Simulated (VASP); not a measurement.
# BN (F-43m) in VASP: notebook, part 3 of 4

VASP 6.6.1. The steps go on from the part before.

## Step 5: G0W0 quasiparticle levels, PBE

Contents of POSCAR:

```
BN
1.0
    0.0000000000      1.8130010000      1.8130010000
    1.8130010000      0.0000000000      1.8130010000
    1.8130010000      1.8130010000      0.0000000000
N B
1 1
Direct
    0.2500000000      0.2500000000      0.2500000000
    0.0000000000      0.0000000000      0.0000000000
```

Contents of INCAR.step1:

```
SYSTEM = BN
PREC = Accurate ; ENCUT = 450
EDIFF = 1E-8 ; ISMEAR = 0
SIGMA = 0.01 ; LREAL = .FALSE.
LASPH = .TRUE. ; NELM = 80
ALGO = Normal ; LWAVE = .TRUE.
LCHARG = .FALSE. ; GGA = PE
```

Contents of INCAR.step2:

```
SYSTEM = BN
PREC = Accurate ; ENCUT = 450
EDIFF = 1E-8 ; ISMEAR = 0
SIGMA = 0.01 ; LREAL = .FALSE.
LASPH = .TRUE. ; NELM = 1
ALGO = Exact ; LWAVE = .TRUE.
LCHARG = .FALSE. ; GGA = PE
NBANDS = 32 ; LOPTICS = .TRUE.
ISTART = 1
```

Contents of INCAR.step3:

```
SYSTEM = BN
PREC = Accurate ; ENCUT = 450
EDIFF = 1E-8 ; ISMEAR = 0
SIGMA = 0.01 ; LREAL = .FALSE.
LASPH = .TRUE. ; ALGO = EVGW0
LWAVE = .FALSE. ; LCHARG = .FALSE.
GGA = PE ; NELMGW = 1
NBANDS = 32 ; ENCUTGW = 150
NOMEGA = 12 ; PRECFOCK = Fast
ISTART = 1 ; NBANDSGW = 12
```

Contents of KPOINTS:

```
Automatic mesh
0
G
  3 3 3
  0 0 0
```

Potentials or basis: VASP PAW PBE potentials, release 64 (N_GW, B_GW).

Run with:

```console
cat potpaw_PBE.64/N_GW/POTCAR potpaw_PBE.64/B_GW/POTCAR > POTCAR
cp INCAR.step1 INCAR
mpirun -np 1 vasp_std > vasp.out
cp INCAR.step2 INCAR
mpirun -np 1 vasp_std > vasp.out
cp INCAR.step3 INCAR
mpirun -np 1 vasp_std > vasp.out
```

OUTCAR:

```text
SYSTEM = BN
   PREC = Accurate
   ENCUT = 450
   EDIFF = 1E-8
   ISMEAR = 0
   LREAL = .FALSE.
   LASPH = .TRUE.
   GGA = PE
   NELMGW = 1
   ENCUTGW = 150
   PRECFOCK = Fast
   ISTART = 1

 Found      4 irreducible k-points:

 Following reciprocal coordinates:
            Coordinates               Weight
  0.000000  0.000000  0.000000      1.000000
  0.333333  0.000000  0.000000      8.000000
  0.333333  0.333333  0.000000      6.000000
 -0.333333  0.333333  0.000000     12.000000
   k-points           NKPTS =      4   k-points in BZ     NKDIM =     27   number of bands    NBANDS=     32
   number of dos      NEDOS =    301   number of ions     NIONS =      2
   total plane-waves  NPLWV =   5832
   dimension x,y,z NGX =    18 NGY =   18 NGZ =   18
   dimension x,y,z NGXF=    36 NGYF=   36 NGZF=   36
   ions per type =               1   1
   NGX,Y,Z   is equivalent  to a cutoff of  11.67, 11.67, 11.67 a.u.
   NGXF,Y,Z  is equivalent  to a cutoff of  23.34, 23.34, 23.34 a.u.
 SYSTEM =  BN
   PREC   = accura    normal or accurate (medium, high low for compatibility)
   ISTART =      1    job   : 0-new  1-cont  2-samecut
   ICHARG =      0    charge: 1-file 2-atom 10-const
   ISPIN  =      1    spin polarized calculation?
   LNONCOLLINEAR =      F non collinear calculations
   LSORBIT =      F    spin-orbit coupling
   LASPH  =      T    aspherical Exc in radial PAW
   ENCUT  =  450.0 eV  33.07 Ry    5.75 a.u.   4.43  4.43  4.43*2*pi/ulx,y,z
   NELM   =     60;   NELMIN=  2; NELMDL=  0     # of ELM steps
   EDIFF  = 0.1E-07   stopping-criterion for ELM
   LREAL  =      F    real-space projection
   EDIFFG = 0.1E-06   stopping-criterion for IOM
   NSW    =      0    number of steps for IOM
   IBRION =     -1    ionic relax: 0-MD 1-quasi-New 2-CG
   NFREE  =      0    steps in history (QN), initial steepest desc. (CG)
   ISIF   =      0    stress and relaxation
   ISYM   =      3    0-nonsym 1-usesym 2-fastsym
   POTIM  = 0.5000    time-step for ionic-motion
   TEBEG  =    0.0;   TEEND  =   0.0 temperature during run
   PSTRESS=    0.0 pullay stress
   NELECT =       8.0000    total number of electrons
   NUPDOWN=      -1.0000    fix difference up-down
   EMIN   =  10.00;   EMAX   =-10.00  energy-range for DOS
   EFERMI =   0.00;   METHOD = LEGACY
   ISMEAR =     0;   SIGMA  =   0.01  broadening in eV -4-tet -1-fermi 0-gaus
   EFERMI_NEDOS =   21; number of points for ismear=-14 and -15
   IALGO  =     38    algorithm
   IMIX   =      4    mixing-type and parameters
     AMIX     =   0.40;   BMIX     =  1.00
     AMIX_MAG =   1.60;   BMIX_MAG =  1.00
  volume/ion in A,a.u.               =       5.96        40.22
  Fermi-wavevector in a.u.,A,eV,Ry     =   1.433387  2.708709 27.954506  2.054598
  Thomas-Fermi vector in A             =   2.552911
   LORBIT       =      0    0 simple, 1 ext, 2 COOP (PROOUT), +10 PAW based schemes
   GGA     = PE    functional components
   LHFCALC =     T    Hartree Fock is set to
   PRECFOCK=fast      Normal, Fast or Accurate (Low or Medium for compatibility)
   ENCUT4O =  -1.0   cutoff for four orbital integrals eV
   NKREDX  =     1    reduce k-point grid by
   NKREDY  =     1    reduce k-point grid by
   NKREDZ  =     1    reduce k-point grid by
   AEXX    =    1.0000 exact exchange contribution
   HFSCREEN=    0.0000 screening length (either q_TF or 0.3 A-1)
   HFSCREENC=   0.0000 screening length for correlation (either q_TF or 0.3 A-1)
   ENCUTFOCK=  -1.0 apply spherical cutoff to Coloumb kernel
   IVDW    =     0    specifies the selected vdW correction
   LEPSILON=     F    determine dielectric tensor
   LRPA    =     F    only Hartree local field effects (RPA)
   LRPAFORCE           =     F    calculate RPA forces
   ENCUTGW             = 150.0    cutoff for response function in eV
   ENCUTGWSOFT         = 120.0    soft cutoff for Coulomb kernel in GW response function in eV
   ENCUTLF             =  -1.0    cutoff for local field effects
   NELMGW              =     1    number of iterations in solving QP/BSE equation
   NELMHF              =     1    number of iterations in the inner HF iteration
   NKREDLFX            =     1    NKREDLFY  =   1   NKREDLFZ  =   1
 non-spin polarized calculation
 Gauss-broadening in eV      SIGMA  =   0.01
  energy-cutoff  :      450.00
  volume of cell :       11.92
 maximum number of plane-waves:       259
 NGX is ok and might be reduce to    18
  NGX = 12; NGY = 12; NGZ = 12
   NGX =  9   NGY =  9   NGZ =  9
 maximum number of plane-waves:        59

 QP shifts <psi_nk| G(iteration)W_0 |psi_nk>: iteration 1
 for sc-GW calculations column KS-energies equals QP-energies in previous step
 and V_xc(KS)=  KS-energies - (<T + V_ion + V_H > + <T+V_H+V_ion>^1  + <V_x>^1)

 k-point   1 :       0.0000    0.0000    0.0000
  band No.  KS-energies  QP-energies   sigma(KS)   V_xc(KS)     V^pw_x(r,r')   Z            occupation Imag(sigma)

      1     -12.7045     -14.4179     -17.6976     -15.4437     -26.3915       0.7602       2.0000       0.9885
      2       7.4800       7.2567     -18.5375     -18.2590     -22.3910       0.8021       2.0000      -0.5968
      3       7.4800       7.2567     -18.5375     -18.2590     -22.3910       0.8021       2.0000      -0.5968
      4       7.4800       7.2567     -18.5375     -18.2590     -22.3910       0.8021       2.0000      -0.5968
      5      16.1541      17.8581     -11.6711     -13.7408      -6.6858       0.8233       0.0000      -0.6880
      6      16.1541      17.8581     -11.6711     -13.7408      -6.6858       0.8233       0.0000      -0.6880
      7      16.1541      17.8581     -11.6711     -13.7408      -6.6858       0.8233       0.0000      -0.6880
      8      17.6446      19.0833     -13.6514     -15.3925      -8.0853       0.8263       0.0000      -0.0707
      9      31.9542      32.7176     -10.3803     -11.3463      -3.2201       0.7902       0.0000      -0.9359
     10      35.0433      36.6606     -11.3111     -13.2558      -5.3479       0.8316       0.0000      -0.7468
     11      35.0433      36.6606     -11.3111     -13.2558      -5.3479       0.8316       0.0000      -0.7468
     12      35.6373      36.6175      -9.7988     -10.9827      -2.9663       0.8280       0.0000      -1.1573

 k-point   2 :       0.3333    0.0000    0.0000
  band No.  KS-energies  QP-energies   sigma(KS)   V_xc(KS)     V^pw_x(r,r')   Z            occupation Imag(sigma)

      1     -10.1846     -11.7429     -18.0552     -16.0149     -26.2370       0.7638       2.0000       0.5738
      2      -0.3875      -1.3284     -16.7416     -15.5250     -21.8274       0.7733       2.0000      -0.3727
      3       5.9144       5.5085     -18.0069     -17.5013     -21.9873       0.8026       2.0000      -0.5960
      4       5.9144       5.5085     -18.0069     -17.5013     -21.9873       0.8026       2.0000      -0.5960
      5      17.2083      18.6621     -12.7430     -14.5090      -7.5426       0.8232       0.0000      -0.3603
      6      17.9907      19.7576     -11.9313     -14.0980      -6.7171       0.8154       0.0000      -0.6588
      7      17.9907      19.7576     -11.9313     -14.0980      -6.7171       0.8154       0.0000      -0.6588
      8      21.8856      23.7538     -13.3499     -15.7170      -7.3366       0.7892       0.0000      -0.5587
      9      30.4998      31.4930     -10.2254     -11.4642      -3.4614       0.8017       0.0000      -0.8025
     10      31.6850      33.0959     -10.8066     -12.5356      -4.6660       0.8161       0.0000      -0.7538
     11      31.6850      33.0959     -10.8066     -12.5356      -4.6660       0.8161       0.0000      -0.7538
     12      34.8352      36.2579     -11.1509     -12.9790      -3.5467       0.7782       0.0000      -0.9928
[... 202 lines left out ...]
      1     -11.2274     -11.2368     -18.0664       6.8268     -26.1623       0.7690       2.0000       0.6007
      2       0.4275       0.4246     -17.5226      17.9464     -22.5282       0.7821       2.0000      -0.4634
      3       2.7045       2.7028     -17.2317      19.9341     -21.6274       0.7959       2.0000      -0.5956
      4       2.7045       2.7028     -17.2317      19.9341     -21.6274       0.7959       2.0000      -0.5956
      5      14.4162      14.4216     -11.3866      25.8093      -6.7471       0.8263       0.0000      -0.4601
      6      19.2573      19.2635     -11.2924      30.5572      -6.3551       0.8238       0.0000      -0.5187
      7      25.3924      25.4024     -13.2888      38.6939      -6.8812       0.7857       0.0000      -0.5487
      8      25.3924      25.4024     -13.2888      38.6939      -6.8812       0.7857       0.0000      -0.5487
      9      28.7293      28.7392     -13.2823      42.0242      -6.7446       0.7933       0.0000      -0.5131
     10      36.4500      36.4585     -11.3117      47.7727      -3.4910       0.7740       0.0000      -1.0369
     11      41.9521      41.9554     -11.4194      53.3754      -4.8202       0.8338       0.0000      -1.0419
     12      43.9884      43.9923     -10.8064      54.7997      -3.0257       0.7926       0.0000      -1.1483

 k-point   4 :      -0.3333    0.3333    0.0000
  band No. old QP-enery  QP-energies   sigma(KS)   T+V_ion+V_H  V^pw_x(r,r')   Z            occupation Imag(sigma)

      1      -9.1429      -9.1527     -19.0026       9.8471     -26.7577       0.7776       2.0000       0.2763
      2      -2.0498      -2.0532     -16.1231      14.0689     -21.3312       0.7833       2.0000      -0.3707
      3      -0.9402      -0.9435     -16.4482      15.5038     -21.5376       0.7871       2.0000      -0.4418
      4       3.2945       3.2930     -17.4121      20.7047     -21.7092       0.7968       2.0000      -0.5912
      5      16.7179      16.7238     -11.5695      28.2944      -6.8133       0.8349       0.0000      -0.5024
      6      24.0268      24.0353     -13.6865      37.7242      -7.8310       0.7857       0.0000      -0.5513
      7      24.3341      24.3432     -12.9070      37.2526      -6.6763       0.7879       0.0000      -0.5556
      8      25.7267      25.7366     -13.1345      38.8740      -6.4707       0.7769       0.0000      -0.5950
      9      27.2737      27.2815     -11.5762      38.8595      -5.6086       0.8135       0.0000      -0.5696
     10      33.9444      33.9494     -10.7315      44.6819      -4.7162       0.8244       0.0000      -0.6542
     11      36.2301      36.2397     -12.0169      48.2597      -4.1780       0.7611       0.0000      -0.9687
     12      43.2010      43.2056     -10.3979      53.6045      -2.9540       0.8176       0.0000      -1.1757
```

It took 8.2 s on 1 thread of Intel Xeon Platinum 8259CL at 2.50GHz (Skylake/Cascade Lake), shared host; peak memory 0.11 GiB.

These settings aren't checked as converged: the numbers below hold their error.

What came out:

* Band gap on the k mesh, mean-field level: 5.58 eV, indirect (least direct gap 8.67 eV)
* Quasiparticle gap: 6.95 eV

Caveat: the k mesh is coarse (spacing up to 1.00 Å⁻¹), so the values aren't converged; bands, screening cutoff and mesh are small and nothing is extrapolated, so the quasiparticle values aren't converged; the log holds further tables after the one-shot step; the gap given is that of the first; an odd mesh through Γ misses points on the zone boundary, where band edges often lie.

(Continued in part 4 of 4.)
